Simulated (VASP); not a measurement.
# GaSb (F-43m) in VASP: a series of runs

One crystal, GaSb, is run at these levels: HSE06; tasks: single point.

All numbers are computed with VASP 6.6.1; they aren't measurements. Logs are shortened: lines on timing, memory, paths and dates and some standing lists are left out, and cuts for length are marked.

**1. The crystal as given**

Symmetry: F-43m, No. 216, cubic system. The conventional cell has a = 6.118 Å, b = 6.118 Å, c = 6.118 Å, α = 90.00°, β = 90.00°, γ = 90.00°. Around Sb (site symmetry -43m) lie 4 Ga at 2.65 Å. Around Ga (site symmetry -43m) lie 4 Sb at 2.65 Å.

**2. Single point, HSE06**

Input file POSCAR:

```
GaSb
1.0
    0.0000000000      3.0590000000      3.0590000000
    3.0590000000      0.0000000000      3.0590000000
    3.0590000000      3.0590000000      0.0000000000
Sb Ga
1 1
Direct
    0.7500000000      0.7500000000      0.7500000000
    0.0000000000      0.0000000000      0.0000000000
```

Input file INCAR.step1:

```
PREC = Accurate
ENCUT = 520
EDIFF = 1E-5
ISMEAR = 0
SIGMA = 0.01
LREAL = False
LASPH = True
NELM = 100
ALGO = Normal
ISIF = 2
LWAVE = True
NBANDS = 17
NKRED = 1
GGA = PE
```

Input file INCAR.step2:

```
PREC = Accurate
ENCUT = 520
EDIFF = 1E-6
ISMEAR = 0
SIGMA = 0.01
LREAL = False
LASPH = True
NELM = 100
ALGO = Normal
ISIF = 2
LWAVE = False
LCHARG = False
GGA = PE
LHFCALC = True
HFSCREEN = 0.2
PRECFOCK = Fast
NBANDS = 17
NKRED = 1
ISTART = 1
```

Input file KPOINTS:

```
regular mesh
0
Gamma
  3 3 3
```

Potentials or basis: VASP PAW PBE potentials, release 64 (Sb, Ga_d).

Command:

```
$ cat potpaw_PBE.64/Sb/POTCAR potpaw_PBE.64/Ga_d/POTCAR > POTCAR
$ cp INCAR.step1 INCAR
$ mpirun -np 1 vasp_std > vasp.out
$ cp INCAR.step2 INCAR
$ mpirun -np 1 vasp_std > vasp.out
```

OUTCAR:

```text
PREC = Accurate
   ENCUT = 520
   EDIFF = 1E-6
   ISMEAR = 0
   LREAL = False
   LASPH = True
   NELM = 100
   ISIF = 2
   GGA = PE
   LHFCALC = True
   HFSCREEN = 0.2
   PRECFOCK = Fast
   NKRED = 1
   ISTART = 1

 Found      4 irreducible k-points:

 Following reciprocal coordinates:
            Coordinates               Weight
  0.000000  0.000000  0.000000      1.000000
  0.333333  0.000000  0.000000      8.000000
  0.333333  0.333333  0.000000      6.000000
 -0.333333  0.333333  0.000000     12.000000
   k-points           NKPTS =      4   k-points in BZ     NKDIM =     27   number of bands    NBANDS=     17
   number of dos      NEDOS =    301   number of ions     NIONS =      2
   total plane-waves  NPLWV =  32768
   dimension x,y,z NGX =    32 NGY =   32 NGZ =   32
   dimension x,y,z NGXF=    64 NGYF=   64 NGZF=   64
   ions per type =               1   1
   NGX,Y,Z   is equivalent  to a cutoff of  12.30, 12.30, 12.30 a.u.
   NGXF,Y,Z  is equivalent  to a cutoff of  24.59, 24.59, 24.59 a.u.
 SYSTEM =  unknown system
   PREC   = accura    normal or accurate (medium, high low for compatibility)
   ISTART =      1    job   : 0-new  1-cont  2-samecut
   ICHARG =      0    charge: 1-file 2-atom 10-const
   ISPIN  =      1    spin polarized calculation?
   LNONCOLLINEAR =      F non collinear calculations
   LSORBIT =      F    spin-orbit coupling
   LASPH  =      T    aspherical Exc in radial PAW
   ENCUT  =  520.0 eV  38.22 Ry    6.18 a.u.   8.04  8.04  8.04*2*pi/ulx,y,z
   NELM   =    100;   NELMIN=  2; NELMDL=  0     # of ELM steps
   EDIFF  = 0.1E-05   stopping-criterion for ELM
   LREAL  =      F    real-space projection
   EDIFFG = 0.1E-04   stopping-criterion for IOM
   NSW    =      0    number of steps for IOM
   IBRION =     -1    ionic relax: 0-MD 1-quasi-New 2-CG
   NFREE  =      0    steps in history (QN), initial steepest desc. (CG)
   ISIF   =      2    stress and relaxation
   ISYM   =      3    0-nonsym 1-usesym 2-fastsym
   POTIM  = 0.5000    time-step for ionic-motion
   TEBEG  =    0.0;   TEEND  =   0.0 temperature during run
   PSTRESS=    0.0 pullay stress
   NELECT =      18.0000    total number of electrons
   NUPDOWN=      -1.0000    fix difference up-down
   EMIN   =  10.00;   EMAX   =-10.00  energy-range for DOS
   EFERMI =   0.00;   METHOD = LEGACY
   ISMEAR =     0;   SIGMA  =   0.01  broadening in eV -4-tet -1-fermi 0-gaus
   EFERMI_NEDOS =   21; number of points for ismear=-14 and -15
   IALGO  =     38    algorithm
   IMIX   =      1    mixing-type and parameters
     AMIX     =   0.40;   BMIX     =  1.00
     AMIX_MAG =   1.60;   BMIX_MAG =  1.00
  volume/ion in A,a.u.               =      28.62       193.17
  Fermi-wavevector in a.u.,A,eV,Ry     =   1.113208  2.103657 16.860766  1.239231
  Thomas-Fermi vector in A             =   2.249790
   LORBIT       =      0    0 simple, 1 ext, 2 COOP (PROOUT), +10 PAW based schemes
   GGA     = PE    functional components
   LHFCALC =     T    Hartree Fock is set to
   PRECFOCK=fast      Normal, Fast or Accurate (Low or Medium for compatibility)
   ENCUT4O =  -1.0   cutoff for four orbital integrals eV
   NKREDX  =     1    reduce k-point grid by
   NKREDY  =     1    reduce k-point grid by
   NKREDZ  =     1    reduce k-point grid by
   AEXX    =    0.2500 exact exchange contribution
   HFSCREEN=    0.2000 screening length (either q_TF or 0.3 A-1)
   HFSCREENC=   0.2000 screening length for correlation (either q_TF or 0.3 A-1)
   ENCUTFOCK=  -1.0 apply spherical cutoff to Coloumb kernel
   IVDW    =     0    specifies the selected vdW correction
   LEPSILON=     F    determine dielectric tensor
   LRPA    =     F    only Hartree local field effects (RPA)
 non-spin polarized calculation
 Gauss-broadening in eV      SIGMA  =   0.01
  energy-cutoff  :      520.00
  volume of cell :       57.25
 maximum number of plane-waves:      1550
  NGX = 18; NGY = 18; NGZ = 18

 number of electron      17.9999986 magnetization

 Free energy of the ion-electron system (eV)
  ---------------------------------------------------
  ext. energy  EPLUGINS =         0.00000000
  ---------------------------------------------------
  free energy    TOTEN  =        -8.43870527 eV

  energy without entropy =       -8.43870527  energy(sigma->0) =       -8.43870527

 E-fermi :   4.5837     XC(G=0):  -7.5095

 val. band max:        4.4749401635   @ k =   0.0000   0.0000   0.0000
 cond. band min:       5.4908222770   @ k =   0.0000   0.0000   0.0000
 fundamental gap:      1.0158821135
 Fermi energy:         4.5837479549

 k-point     1 :       0.0000    0.0000    0.0000
  band No.  band energies     occupation
      1     -13.2044      2.00000
      2     -13.2044      2.00000
      3     -13.2044      2.00000
      4     -13.1526      2.00000
      5     -13.1526      2.00000
      6      -8.0043      2.00000
[... 9 lines left out ...]
     16      13.9724      0.00000
     17      14.9685      0.00000

 k-point     2 :       0.3333    0.0000    0.0000
  band No.  band energies     occupation
      1     -13.2171      2.00000
      2     -13.1966      2.00000
      3     -13.1966      2.00000
      4     -13.1530      2.00000
      5     -13.1529      2.00000
      6      -6.8654      2.00000
[... 9 lines left out ...]
     16      13.5188      0.00000
     17      16.8616      0.00000

 k-point     3 :       0.3333    0.3333    0.0000
  band No.  band energies     occupation
      1     -13.2291      2.00000
      2     -13.1879      2.00000
      3     -13.1879      2.00000
      4     -13.1596      2.00000
      5     -13.1500      2.00000
      6      -6.4173      2.00000
[... 9 lines left out ...]
     16      16.3011      0.00000
     17      18.1914      0.00000

 k-point     4 :      -0.3333    0.3333    0.0000
  band No.  band energies     occupation
      1     -13.2284      2.00000
      2     -13.1887      2.00000
      3     -13.1875      2.00000
      4     -13.1567      2.00000
      5     -13.1525      2.00000
      6      -5.5537      2.00000
[... 9 lines left out ...]
     16      17.6667      0.00000
     17      17.6958      0.00000

------------------------ aborting loop because EDIFF is reached ----------------------------------------

  FORCE on cell =-STRESS in cart. coord.  units (eV):
  Direction    XX          YY          ZZ          XY          YZ          ZX
  --------------------------------------------------------------------------------------
  -------------------------------------------------------------------------------------
  Total        0.3648910      0.3648910      0.3648910      0.0000000      0.0000000     -0.0000000
  in kB       10.2118710     10.2118710     10.2118710      0.0000000      0.0000000     -0.0000000
  external PRESSURE =      10.2118710 kB  Pullay stress =       0.0000000 kB

 VOLUME and BASIS-vectors are now :
 -----------------------------------------------------------------------------
  energy-cutoff  :      520.00
  volume of cell :       57.25
      direct lattice vectors                 reciprocal lattice vectors
     0.000000000  3.059000000  3.059000000    -0.163452109  0.163452109  0.163452109
     3.059000000  0.000000000  3.059000000     0.163452109 -0.163452109  0.163452109
     3.059000000  3.059000000  0.000000000     0.163452109  0.163452109 -0.163452109

 POSITION                                       TOTAL-FORCE (eV/Angst)
 -----------------------------------------------------------------------------------
      4.58850      4.58850      4.58850         0.000000      0.000000      0.000000
      0.00000      0.00000      0.00000        -0.000000     -0.000000     -0.000000
 -----------------------------------------------------------------------------------
    total drift:                                0.000069      0.000034      0.000041

  FREE ENERGIE OF THE ION-ELECTRON SYSTEM (eV)
  ---------------------------------------------------
  free  energy   TOTEN  =        -8.4387052721 eV

  energy  without entropy=       -8.4387052721  energy(sigma->0) =       -8.43870527
```

Wall time 35 s (1 thread of Intel Xeon 6975P-C (Granite Rapids), shared host); peak memory 0.28 GiB.

These settings aren't checked as converged: the numbers below hold their error.

Results:

```
Free energy            : -8.4387 eV
Pressure               : 1.0 GPa
Band gap on the k mesh : 1.02 eV, direct
```

Caveat: the k mesh is coarse (spacing up to 0.59 Å⁻¹), so the values aren't converged, least of all with exact exchange; the PAW data sets were made with another functional, which shifts forces and pressure a little; spin-orbit coupling is left out, which moves the levels of the heavy elements; an odd mesh through Γ misses points on the zone boundary, where band edges often lie.

**3. Single point, HSE06**

POSCAR is that of step 2.

INCAR.step1: that of step 2 with these lines changed.

```diff
@@ -1,3 +1,3 @@
 PREC = Accurate
-ENCUT = 520
+ENCUT = 400
 EDIFF = 1E-5
@@ -12,3 +12,3 @@
 NBANDS = 17
-NKRED = 1
+NKRED = 2
 GGA = PE
```

INCAR.step2: that of step 2 with these lines changed.

```diff
@@ -1,3 +1,3 @@
 PREC = Accurate
-ENCUT = 520
+ENCUT = 400
 EDIFF = 1E-6
@@ -17,3 +17,3 @@
 NBANDS = 17
-NKRED = 1
+NKRED = 2
 ISTART = 1
```

Input file KPOINTS:

```
regular mesh
0
Gamma
  4 4 4
```

Potentials or basis: VASP PAW PBE potentials, release 64 (Sb, Ga_d).

Command:

```
$ cat potpaw_PBE.64/Sb/POTCAR potpaw_PBE.64/Ga_d/POTCAR > POTCAR
$ cp INCAR.step1 INCAR
$ mpirun -np 1 vasp_std > vasp.out
$ cp INCAR.step2 INCAR
$ mpirun -np 1 vasp_std > vasp.out
```

OUTCAR:

```text
PREC = Accurate
   ENCUT = 400
   EDIFF = 1E-6
   ISMEAR = 0
   LREAL = False
   LASPH = True
   NELM = 100
   ISIF = 2
   GGA = PE
   LHFCALC = True
   HFSCREEN = 0.2
   PRECFOCK = Fast
   NKRED = 2
   ISTART = 1

 Found      8 irreducible k-points:

 Following reciprocal coordinates:
            Coordinates               Weight
  0.000000  0.000000  0.000000      1.000000
  0.250000  0.000000  0.000000      8.000000
  0.500000  0.000000  0.000000      4.000000
  0.250000  0.250000  0.000000      6.000000
[... 91 lines left out ...]
      6      -8.0633      2.00000
[... 97 lines left out ...]
      4     -13.1602      2.00000
      5     -13.1506      2.00000
      6      -6.4177      2.00000
[... 9 lines left out ...]
     16      16.1575      0.00000
     17      16.4938      0.00000

 [... further k-points ...]
[... 5 lines left out ...]
  --------------------------------------------------------------------------------------
  -------------------------------------------------------------------------------------
  Total       -0.1324809     -0.1324809     -0.1324809     -0.0000000      0.0000000     -0.0000000
  in kB       -3.7076226     -3.7076226     -3.7076226     -0.0000000      0.0000000     -0.0000000
  external PRESSURE =      -3.7076226 kB  Pullay stress =       0.0000000 kB

 VOLUME and BASIS-vectors are now :
 -----------------------------------------------------------------------------
  energy-cutoff  :      400.00
  volume of cell :       57.25
      direct lattice vectors                 reciprocal lattice vectors
     0.000000000  3.059000000  3.059000000    -0.163452109  0.163452109  0.163452109
     3.059000000  0.000000000  3.059000000     0.163452109 -0.163452109  0.163452109
     3.059000000  3.059000000  0.000000000     0.163452109  0.163452109 -0.163452109

 POSITION                                       TOTAL-FORCE (eV/Angst)
 -----------------------------------------------------------------------------------
      4.58850      4.58850      4.58850         0.000000      0.000000      0.000000
      0.00000      0.00000      0.00000        -0.000000     -0.000000     -0.000000
 -----------------------------------------------------------------------------------
    total drift:                                0.000011     -0.000010     -0.000005

  FREE ENERGIE OF THE ION-ELECTRON SYSTEM (eV)
  ---------------------------------------------------
  free  energy   TOTEN  =        -9.0274612846 eV

  energy  without entropy=       -9.0274612846  energy(sigma->0) =       -9.02746128
```

OUTCAR.step1:

```text
PREC = Accurate
   ENCUT = 400
   EDIFF = 1E-5
   ISMEAR = 0
   LREAL = False
[... 233 lines left out ...]
      4.58850      4.58850      4.58850        -0.000000     -0.000000     -0.000000
      0.00000      0.00000      0.00000         0.000000      0.000000      0.000000
 -----------------------------------------------------------------------------------
    total drift:                               -0.000004     -0.000004     -0.000004

  FREE ENERGIE OF THE ION-ELECTRON SYSTEM (eV)
  ---------------------------------------------------
  free  energy   TOTEN  =        -7.1539179887 eV

  energy  without entropy=       -7.1538739336  energy(sigma->0) =       -7.15389596
```

Wall time 20 s (1 thread of Intel Xeon 6975P-C (Granite Rapids), shared host); peak memory 0.26 GiB.

The run converged, but some of its settings lie outside the range that counts as converged, so its numbers aren't taken as properties of the crystal.

What came out:

* Free energy: -9.0275 eV
* Pressure: -0.4 GPa
* Band gap on the k mesh: 1.37 eV, direct

Caveat: the k mesh is coarse (spacing up to 0.44 Å⁻¹), so the values aren't converged, least of all with exact exchange; the PAW data sets were made with another functional, which shifts forces and pressure a little; spin-orbit coupling is left out, which moves the levels of the heavy elements.

(Part 1 of 2 ends here.)
